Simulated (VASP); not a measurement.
## PbS: equation of state with PBE

The system is PbS.

```xyz
2
Lattice="4.0897 0.0000 0.0000 -2.0448 3.5418 0.0000 0.0000 0.0000 3.7882" Properties=species:S:1:pos:R:3 pbc="T T T"
Pb    0.0000    0.0000    0.0000
S     2.0448    1.1806    1.8941
```

Measurements of this composition are mostly on another form, of space group No. 225.

```
Program             : VASP 6.6.1
Task                : equation of state
Functional          : PBE
Potentials or basis : VASP PAW PBE potentials, release 64 (Pb_d, S)
Cutoff              : 520 eV
k mesh              : 8 × 8 × 7
Occupations         : fermi-dirac, width 0.05 eV
Spin                : no spin polarisation
```

The equilibrium volume is 27.45 Å³/atom. The bulk modulus at fixed shape and positions is 50 GPa and the pressure derivative of the bulk modulus is 3.4.

Energy against volume, from the lowest point:
```csv
volume (Å³/atom),energy (meV/atom)
25.789,16.99
26.338,7.41
26.887,1.85
27.435,0.00
27.984,1.59
28.533,6.28
29.082,13.82
```

All runs of the series together: 3.2 min on 1 thread of Intel(R) Xeon(R) Platinum 8488C (Sapphire Rapids), with other jobs on the host.

Caveat: the fit is doubtful: noisy points or a state that changes with volume; the cell was scaled at fixed shape and fractional positions, which overstates the stiffness of a crystal with free parameters, most of all of layers and chains. Spin-orbit coupling is left out, which matters for the levels of Pb.
